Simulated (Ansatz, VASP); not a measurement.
**Cross-check of AsP (honeycomb PAs bilayer, like faces together) between VASP and Ansatz**

One calculation is typed for both programs; each brings its own data sets. How far apart do they land? The structure shown is the start of the Ansatz relaxation below; VASP solves that cell, so the two are compared at the walk's first step.

Method: plane waves, with VASP 6.6.1 beside it; single point at PBE with D3(BJ), in Ansatz 0.2.0.

**1. The structure**

The cell holds 4 atoms: 2 As and 2 P. Cell: a = 3.440 Å, b = 3.440 Å, c = 42.640 Å, α = 90.0°, β = 90.0°, γ = 120.0°. Vacuum lies along c.

**2. Ansatz: relaxation, PBE with D3(BJ)**

Ansatz runs on its default PAW (the set named soft_2) files.

The two programs are compared at the cell with which this relaxation starts, whose forces are those of its first step.

The input, input.yaml:

```yaml
crystal:
  lattice:
    - [3.44, 0.0, 0.0]
    - [-1.72, 2.979127389, 0.0]
    - [0.0, 0.0, 42.6400000011]
  atoms:
    - { symbol: As, position: [0.6666666667, 0.3333333333, 0.4315196998] }
    - { symbol: P, position: [0.3333333333, 0.6666666667, 0.4624765478] }
    - { symbol: As, position: [0.0, 0.0, 0.5684803002] }
    - { symbol: P, position: [0.6666666667, 0.3333333333, 0.5375234522] }
  periodic: [true, true, false]
kpoints:
  mp_grid: { grid: [12, 12, 1] }
hamiltonian:
  xc: pbe
  dispersion: d3bj
scf:
  occupations: { method: fermi_dirac, width: 0.05 }
  convergence: { dr2_threshold: 1.0e-09 }
relax:
  f_tol: 0.004
  max_steps: 90
  cell: {}
output:
  write_potential: true
  write_density: true
  volumetric_format: npy
```

Started as:

```
$ ansatz run input.yaml --threads 4 --pin off --max-ram 6144MiB --backend cpu --events-out ev --progress --plain --runs-dir out
```

Numbers of over 12 decimals in the logs are rounded to 6 here.

What it wrote:

```text
Warning: relax.cell: scf.convergence.dr2_threshold = 1e-9 eV is looser than the 1.59422507884e-10 eV advised for a relaxation that steers and ends on the stress (1e-10 eV for each atom of the cell: 4, times the square of relax.cell.stress_2d_tol = 0.05 N/m over 15.8 Å (the atoms' height at the walk's start and 5 Å past either face), 3.157e-2 GPa, over a crystal's default 0.05). What an SCF threshold leaves in a stress goes as its square root, and in the free energy as the threshold itself, and one threshold admits the most on a small cell: [figures from the program's tests cut] Set scf.convergence.dr2_threshold to 1.59422507884e-10 eV or tighter. [rest of the remark cut]
Engine: ansatz 0.2.0, x86_64-unknown-linux-gnu
Pseudopotentials: kind: paw
Pseudopotential: As, paw, valence charge 15, recommended cutoff 420 eV (normal), As.paw.azcp
Pseudopotential: P, paw, valence charge 5, recommended cutoff 420 eV (normal), P.paw.azcp
Functional definition: PBE
  parameter kappa = 0.804
  parameter beta = 0.066725
  exchange = pbe_x(kappa = kappa, mu = beta*pi^2/3)
  correlation = pbe_c(beta = beta)
Crystal: 4 atoms, lattice volume = 436.983 Å³
Basis set: ecut = 420 eV, 8495 PW (Γ), exchange–correlation on 48×48×576 points (8 copies of the dense FFT grid, shifted against one another)
Bands: 24, of which v1, the nominal top of the filled ones, is band 20 counted from 1 (19 counted from 0)
Symmetry: 6 space group operations
Space group: P3m1 (ITA 156), of the structure as read, at distance tolerance 7.6e-5 Å
k-points: 19 of 144 (time reversal used)
Non-local potential: As, projectors of the file, l = 0: 2, l = 1: 2, l = 2: 3, l = 3: 1
Non-local potential: P, projectors of the file, l = 0: 2, l = 1: 2, l = 2: 2
PAW form: soft (Blöchl's): semilocal exchange-correlation on the pseudo side does not see the compensation charge
PAW one-centre angular grid: As, 590 points (default); XC on 64 Gauss nodes
PAW one-centre angular grid: P, 110 points (default); XC on 64 Gauss nodes
Initial density: superposition of atomic densities (neutral atoms: chi_scale 0, normalization atom), corrected by the library's trained network
Initial wavefunctions: pseudopotential atomic-orbital guess
Functional: x = pbe(κ = 0.804, μ = 0.219515), c = pbe(β = 0.066725)
SCF iter   1: F=—  HF=-11224.462784 eV  |F-HF|=—  |Δ(HF+E_count)|=         —  Δρ=1.11e-3  dr2=2.40e-2  ethr=1.77e-3  ⟨swp⟩=11.7  Hψ=2849  notcnv=0
preconditioner: auto → Resta (q_TF=auto, 1.832 Å⁻¹)  ε∞=1.9  [insulator: Δε(μ)=1.025 eV  Ē_g=8.504 eV  σ=0.050 eV  W_gap=1.00  n_scr=24 (ndim 8)  ℏωp=7.9 eV  f_vac=0.765  D(μ)=0.00/eV (n_scr^D=0)  ε∞_Penn≈1.9  vacuum switching on, ρ_ref=5.2e-3 e/Å³]
SCF iter   2: F=—  HF=-11224.464354 eV  |F-HF|=—  |Δ(HF+E_count)|=   1.57e-3  Δρ=1.09e-3  dr2=3.93e-2  ethr=6.01e-5  ⟨swp⟩=3.5  Hψ=1064  notcnv=0
SCF iter   3: F=—  HF=-11224.459629 eV  |F-HF|=—  |Δ(HF+E_count)|=   4.72e-3  Δρ=3.54e-4  dr2=5.66e-4  ethr=6.01e-5  ⟨swp⟩=2.4  Hψ=629  notcnv=0
SCF iter   4: F=—  HF=-11224.459911 eV  |F-HF|=—  |Δ(HF+E_count)|=   2.81e-4  Δρ=1.24e-4  dr2=4.34e-4  ethr=1.41e-6  ⟨swp⟩=4.0  Hψ=1034  notcnv=0
SCF iter   5: F=—  HF=-11224.459916 eV  |F-HF|=—  |Δ(HF+E_count)|=   5.03e-6  Δρ=9.12e-5  dr2=3.23e-4  ethr=1.09e-6  ⟨swp⟩=2.1  Hψ=551  notcnv=0
SCF iter   6: F=—  HF=-11224.459891 eV  |F-HF|=—  |Δ(HF+E_count)|=   2.48e-5  Δρ=3.94e-5  dr2=4.18e-5  ethr=8.08e-7  ⟨swp⟩=1.8  Hψ=526  notcnv=0
SCF iter   7: F=—  HF=-11224.459885 eV  |F-HF|=—  |Δ(HF+E_count)|=   5.51e-6  Δρ=1.01e-5  dr2=2.48e-6  ethr=1.05e-7  ⟨swp⟩=2.3  Hψ=607  notcnv=0
SCF iter   8: F=—  HF=-11224.459892 eV  |F-HF|=—  |Δ(HF+E_count)|=   6.29e-6  Δρ=2.22e-6  dr2=5.07e-8  ethr=6.19e-9  ⟨swp⟩=2.5  Hψ=702  notcnv=0
SCF iter   9: F=—  HF=-11224.459892 eV  |F-HF|=—  |Δ(HF+E_count)|=   2.72e-8  Δρ=5.17e-7  dr2=5.05e-9  ethr=1.27e-10  ⟨swp⟩=3.5  Hψ=997  notcnv=0
SCF iter  10: F=-11224.459892 eV  HF=-11224.459892 eV  |F-HF|=5.64e-11  |Δ(HF+E_count)|=  3.27e-10  Δρ=1.08e-7  dr2=8.60e-11  ethr=2.50e-12  ⟨swp⟩=11.2  Hψ=3410  notcnv=0
SCF 1 converged in 10 iterations: F = -11224.459892 eV  dr2 = 8.60e-11
  greatest PAW one-centre occupation: 0.999 electrons in one spin orbital (limit 2), on the As atom at site 0 (counted from 0), in its partial waves of l = 2
[...]
SCF iter   4: F=—  HF=-11224.492654 eV  |F-HF|=—  |Δ(HF+E_count)|=   3.86e-6  Δρ=4.83e-6  dr2=4.44e-7  ethr=3.59e-8  ⟨swp⟩=2.5  Hψ=591  notcnv=0
SCF iter   5: F=—  HF=-11224.492661 eV  |F-HF|=—  |Δ(HF+E_count)|=   7.06e-6  Δρ=1.18e-6  dr2=1.82e-8  ethr=1.11e-9  ⟨swp⟩=3.2  Hψ=781  notcnv=0
SCF iter   6: F=—  HF=-11224.492661 eV  |F-HF|=—  |Δ(HF+E_count)|=   3.59e-9  Δρ=5.38e-7  dr2=8.93e-9  ethr=4.55e-11  ⟨swp⟩=3.5  Hψ=876  notcnv=0
SCF iter   7: F=-11224.492661 eV  HF=-11224.492661 eV  |F-HF|=5.86e-10  |Δ(HF+E_count)|=  4.06e-10  Δρ=1.90e-7  dr2=8.39e-11  ethr=2.50e-12  ⟨swp⟩=9.9  Hψ=3471  notcnv=0
SCF 6 converged in 7 iterations: F = -11224.492661 eV  dr2 = 8.39e-11
relax step   6: F+E_penalty+E_count = -11224.49266090 eV  Δ(F+E_penalty+E_count) = -1.951e-5 eV  max|allowed force component| = 5.978e-4 eV/Å  Δτ_max = 0.0035 Å  P = +0.006 N/m  Ω = 438.743 Å³  energy of the carried Pulay correction = -4.339e-5 eV  fix = [c, alpha, beta]  reactions: c +0.000 N/m  (7 SCF iters, accepted)
Initial wavefunctions: pseudopotential atomic-orbital guess (no wavefunctions were taken with the density)
iter 1 solved again at ethr=4.92e-7 eV; its pass at ethr=3.10e-3 eV (dr2=1.97e-4 eV) is discarded
SCF iter   1: F=—  HF=-11224.492695 eV  |F-HF|=—  |Δ(HF+E_count)|=         —  Δρ=2.49e-6  dr2=3.48e-9  ethr=4.92e-7  ⟨swp⟩=5.9  Hψ=4864  notcnv=0
eigensolver tolerance schedule: the retry pair's looser diagonalisation over-reported the residual by 56559.94 of it (diagonalisation noise at an unbounded share of the residual, at the tolerance the schedule requests for it); recorded, not acted on — ethr = c·dr2/N_el stays at c = 1.0e-1
preconditioner: auto → LDOS  [insulator: Δε(μ)=0.306 eV  Ē_g=8.538 eV  σ=0.050 eV  W_gap=0.91  n_scr=24 (ndim 8)  ℏωp=7.9 eV  f_vac=0.778  D(μ)=0.19/eV (n_scr^D=2)  ε∞_Penn≈1.9  β→1.0]
SCF iter   2: F=—  HF=-11224.492711 eV  |F-HF|=—  |Δ(HF+E_count)|=   1.61e-5  Δρ=1.19e-6  dr2=9.21e-9  ethr=8.69e-12  ⟨swp⟩=6.1  Hψ=1894  notcnv=0
SCF iter   3: F=—  HF=-11224.492711 eV  |F-HF|=—  |Δ(HF+E_count)|=   9.67e-9  Δρ=4.32e-7  dr2=1.72e-9  ethr=8.69e-12  ⟨swp⟩=2.2  Hψ=844  notcnv=0
SCF iter   4: F=—  HF=-11224.492711 eV  |F-HF|=—  |Δ(HF+E_count)|=   8.35e-9  Δρ=3.34e-7  dr2=3.98e-9  ethr=4.30e-12  ⟨swp⟩=3.2  Hψ=733  notcnv=0  recentre
SCF iter   5: F=-11224.492711 eV  HF=-11224.492711 eV  |F-HF|=1.07e-8  |Δ(HF+E_count)|=   2.16e-9  Δρ=6.72e-8  dr2=6.85e-11  ethr=2.50e-12  ⟨swp⟩=12.4  Hψ=3680  notcnv=0
SCF 7 converged in 5 iterations: F = -11224.492711 eV  dr2 = 6.85e-11
relax step   7: F+E_penalty+E_count = -11224.49271143 eV  Δ(F+E_penalty+E_count) = -5.053e-5 eV  max|allowed force component| = 6.084e-4 eV/Å  Δτ_max = 0.0000 Å  P = +0.007 N/m  Ω = 438.743 Å³  fix = [c, alpha, beta]  reactions: c +0.000 N/m  stress off target by 7.10e-3 N/m on what of the cell is left free  SCF on the basis re-selected at this cell (its energy is not comparable with the rows above)  (5 SCF iters)
basis re-selected at this cell: Δ(F+E_penalty+E_count) = -5.053e-5 eV, ΔP = +0.001 N/m vs the last step (what re-selecting the basis moved, of the pressure what is left beyond the Pulay correction that the steps carried, after the strain that the cell walked since its last selection, with what the two solves' SCF thresholds leave and, on support functions, any second-order correction that the steps lacked; it is no m [...]
WARN: The input density's exchange-correlation potential varies sharply where the density is thin. Do not read a vacuum level from v_tot or v_xc, or from such a field of the output density. On a cell that repeats whose density bears no net charge and no dipole along the vacuum's axis use v_es (v_loc + v_h of the components); under efield.dipole_correction with no amplitude use v_es + v_field, which holds any external [...]
SCF converged after 5 iterations
Free energy (F): -11224.492711 eV
Harris-Foulkes:  -11224.492711 eV  (|F-HF|=1.07e-8)
Internal energy: -11224.490538 eV  (E = F + TS)
E sigma→0 (E₀):  -11224.491625 eV
Entropy (-TS):   -0.002173 eV (-0.543 meV/atom)
Fermi energy:    -4.189497 eV
--- Per-component energies (eV) ---
  E_band       = -1025.733617
  E_kinetic    = 343.214769
  E_local      = -115597.947811  (includes V_loc(G=0)·N_el)
  E_nonlocal   = -1272.837252
  E_hartree    = 57664.757118
  E_xc         = -279.935017
  E_vxc        = -277.918423  (∫ρ·V_xc dr)
  E_paw        = -4808.275415  (= ΣΔE_a)
  E_vpaw       = 450.241653  (= ΣTr[D̂ρ^β])
  E_aug_tail   = 0.000023  (compensation charges beyond the density's cutoff)
  E_ewald      = 52727.697200
  E_disp       = -1.164152  (pairwise vdW)
  E_smearing   = -0.002173  (= −TS)
  E_closure    = 0.000000  (closes the sum)
  Σ components = -11224.492711   (vs F -11224.492711, Δ=0.00e0)
--- Forces (eV/Å), atoms counted from 1 ---
  atom   1  As    -0.00000000     0.00000000     0.00060832
  atom   2  P      0.00000000    -0.00000000     0.00009857
  atom   3  As     0.00000000     0.00000000    -0.00029755
  atom   4  P      0.00000000    -0.00000000    -0.00040957
  max |Σ_I F_I| component: 2.36e-7 eV/Å
--- 2D stress c σ (N/m, compression-positive) ---
        0.007097      -0.000000      -0.000000
        0.000000       0.007097      -0.000000
       -0.000000      -0.000000       0.000000
  P = ½ c Tr σ = 0.0071 N/m
--- Band table (eV; the first three rows and the last of 19) ---
  k-point 0: bands = [... 16 lower, -5.7201, -5.5082, -5.5082, -4.4787, -2.8511, -2.3576, -2.0015, -2.0015]
  k-point 1: bands = [... 16 lower, -6.3171, -5.9584, -5.7150, -4.3460, -2.4930, -2.3399, -1.7686, -1.6528]
  k-point 2: bands = [... 16 lower, -6.4908, -6.4670, -6.1871, -4.5527, -2.9982, -2.7535, -1.3530, -0.8795]
  k-point 18: bands = [... 16 lower, -8.2600, -7.6929, -7.4429, -6.7855, -3.7082, -3.2331, -1.1436, -0.4121]
  the weakly bound empty levels are not read free of the cell's end (no_gap_told)
--- Relaxed structure (6 steps of the walk, 6 accepted, 1 SCFs on fresh bases) ---
  F+E_penalty+E_count = -11224.49271143 eV   max|allowed force component| = 6.084e-4 eV/Å   (the final SCF, on the basis selected at the relaxed cell)
  cell:  # Å, volume = 438.7427 Å³
    - [3.446919, 0, 0]
    - [-1.723459, 2.985119, 0]
    - [0, 0, 42.6400000011]
  atoms:
    - { symbol: As, position: [0.666667, 0.333333, 0.438835] }
    - { symbol: P, position: [0.333333, 0.666667, 0.469790] }
    - { symbol: As, position: [1.0548785381558434e-17, -9.25185853848912e-17, 0.561070] }
    - { symbol: P, position: [0.666667, 0.333333, 0.530305] }
```

**3. VASP: single point, PBE with D3(BJ), start cell**

The same cell, functional, mesh and smearing now go to VASP, with its own data sets.

Lines of VASP's logs that name or quote its potential files are left out, and so is its time.

The input, INCAR:

```
SYSTEM = AsP
PREC = Accurate
ENCUT = 400
EDIFF = 1E-06
NELM = 120
ISMEAR = -1
SIGMA = 0.05
LREAL = .FALSE.
ALGO = Normal
GGA = PE
IVDW = 12
NBANDS = 16
LORBIT = 11
LWAVE = .FALSE.
LCHARG = .FALSE.
ISIF = 2
LDIPOL = .TRUE.
IDIPOL = 3
DIPOL = 0.5 0.5 0.5
LVHAR = .TRUE.
LASPH = .TRUE.
GGA_COMPAT = .FALSE.
EFERMI = MIDGAP
NELMDL = -8
```

The input, POSCAR:

```
AsP
1.0
    3.4400000000      0.0000000000      0.0000000000
   -1.7200000000      2.9791270000      0.0000000000
    0.0000000000      0.0000000000     42.6400000000
As P
2 2
Direct
    0.6666666107      0.3333332214      0.4315196998
    0.0000000000      0.0000000000      0.5684803002
    0.3333333893      0.6666667786      0.4624765478
    0.6666666107      0.3333332214      0.5375234522
```

The input, KPOINTS:

```
Automatic mesh
0
Gamma
12 12 1
0 0 0
```

The projector-augmented-wave data sets are As and P (PBE family, release 64).

Started as:

```
$ mpirun -np 1 vasp_std
```

What it wrote:

```text
[banner, memory and clock lines left out]
running    1 mpi-ranks, on    1 nodes
 distrk:  each k-point on    1 cores,    1 groups
 distr:  one band on    1 cores,    1 groups

 POSCAR found type information on POSCAR AsP
 POSCAR found :  2 types and       4 ions
 LDA part: xc-table for (Slater+PW92), standard interpolation
 POSCAR, INCAR and KPOINTS ok, starting setup
 FFT: planning ... GRIDC
 FFT: planning ... GRID_SOFT
 FFT: planning ... GRID
 WAVECAR not read
 entering main loop
       N       E                     dE             d eps       ncg     rms          rms(c)
DAV:   1     0.132461879392E+03    0.13246E+03   -0.51689E+03   608   0.679E+02
DAV:   2    -0.442682607280E+01   -0.13689E+03   -0.12716E+03  1008   0.133E+02
DAV:   3    -0.197433905783E+02   -0.15317E+02   -0.15257E+02   848   0.584E+01
DAV:   4    -0.200480609358E+02   -0.30467E+00   -0.30394E+00   848   0.105E+01
DAV:   5    -0.200560193724E+02   -0.79584E-02   -0.79558E-02   872   0.157E+00
DAV:   6    -0.200562459586E+02   -0.22659E-03   -0.22658E-03   912   0.261E-01
DAV:   7    -0.200562561471E+02   -0.10189E-04   -0.10188E-04   840   0.476E-02
DAV:   8    -0.200562567979E+02   -0.65081E-06   -0.65084E-06   800   0.105E-02    0.694E+00
DAV:   9    -0.198962789203E+02    0.15998E+00   -0.27916E-01   664   0.290E+00    0.410E+00
DAV:  10    -0.198560345872E+02    0.40244E-01   -0.17390E-01   744   0.238E+00    0.623E-01
DAV:  11    -0.198546211022E+02    0.14135E-02   -0.19161E-02   792   0.818E-01    0.224E-01
DAV:  12    -0.198542063108E+02    0.41479E-03   -0.25665E-03   816   0.283E-01    0.103E-01
DAV:  13    -0.198541726459E+02    0.33665E-04   -0.83607E-04   792   0.156E-01    0.338E-02
DAV:  14    -0.198541625042E+02    0.10142E-04   -0.80872E-05   824   0.524E-02    0.164E-02
DAV:  15    -0.198541819347E+02   -0.19431E-04   -0.55351E-05   824   0.360E-02    0.637E-03
DAV:  16    -0.198542104228E+02   -0.28488E-04   -0.11510E-05   784   0.154E-02    0.542E-03
DAV:  17    -0.198542901594E+02   -0.79737E-04   -0.15120E-05   680   0.127E-02    0.404E-03
DAV:  18    -0.198543119002E+02   -0.21741E-04   -0.22252E-06   688   0.495E-03    0.254E-03
DAV:  19    -0.198543337679E+02   -0.21868E-04   -0.14530E-06   664   0.418E-03    0.134E-03
DAV:  20    -0.198543430109E+02   -0.92430E-05   -0.32789E-07   616   0.188E-03    0.723E-04
DAV:  21    -0.198543532510E+02   -0.10240E-04   -0.18800E-07   584   0.124E-03    0.473E-04
DAV:  22    -0.198543581162E+02   -0.48652E-05   -0.17061E-07   600   0.807E-04    0.305E-04
DAV:  23    -0.198543605249E+02   -0.24087E-05   -0.41218E-08   528   0.521E-04    0.280E-04
DAV:  24    -0.198543613682E+02   -0.84333E-06   -0.12246E-08   480   0.322E-04
   1 F= -.20915895E+02 E0= -.20915893E+02  d E =-.449851E-05
```

(Part 1 of 2 ends here.)

[Lines on the potential files, build, host, timing and source positions are cut from VASP's logs without a mark.]

[Logs are printed without paths, hosts, clocks, repeated set-up lines and the standing remarks that a program may print on its own settings, such as how far it seeks lower states.]

[Hosts, paths, dates, database ids (printed as entryN), source tags and the programs' standing remarks are cut or masked in the printed files.]
